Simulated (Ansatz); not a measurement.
KF (wurtzite) (it has left that coordination) was relaxed with 5 functionals in Ansatz 0.2.0, cell and atoms free, the symmetry of the start kept (meshes: PBE 12×12×4, r2SCAN 6×6×4, PBEsol 6×6×4, LDA 6×6×4, HSE06 6×6×4). No spin polarisation. The prototype was imposed, so other structures may be more stable.

The r2SCAN result:
```
CELL_PARAMETERS angstrom
4.48500 0.00000 0.00000
-2.24250 3.88413 0.00000
0.00000 0.00000 5.27130
ATOMIC_POSITIONS crystal
K 0.33333 0.66667 0.93750
K 0.66667 0.33333 0.43750
F 0.33333 0.66667 0.43750
F 0.66667 0.33333 0.93750
```

It is hexagonal, P6_3/mmc (No. 194); conventional cell a = 4.485 Å, c = 5.271 Å, 22.96 Å³ an atom. K has 5 F at 2.59–2.64 Å; F has 5 K at 2.59–2.64 Å. The cell started from the wurtzite prototype, but the relaxation took it to the higher symmetry P6_3/mmc (No. 194), so the name no longer describes it.

Task: How does the cell change with PBEsol?

Result: a = 4.468 Å, c = 5.260 Å; the volume differs by -1.0 % from r2SCAN's. K is surrounded by 5 F at 2.58–2.63 Å; F is surrounded by 5 K at 2.58–2.63 Å.

Task: How does the cell change with PBE?

Result: a = 4.547 Å, c = 5.374 Å; the volume differs by +4.8 % from r2SCAN's. Around K lie 5 F at 2.63–2.69 Å; around F lie 5 K at 2.63–2.69 Å.

Task: Held at the r2SCAN cell, what mean stress do LDA and PBE find, and does its sign point to their own minimum?

Result: Yes. LDA -2.41 GPa, and its relaxed volume is -8.5 % from r2SCAN's; PBE +1.25 GPa, and its relaxed volume is +4.8 % from r2SCAN's. Compression counts positive, so a positive stress asks for a larger cell.
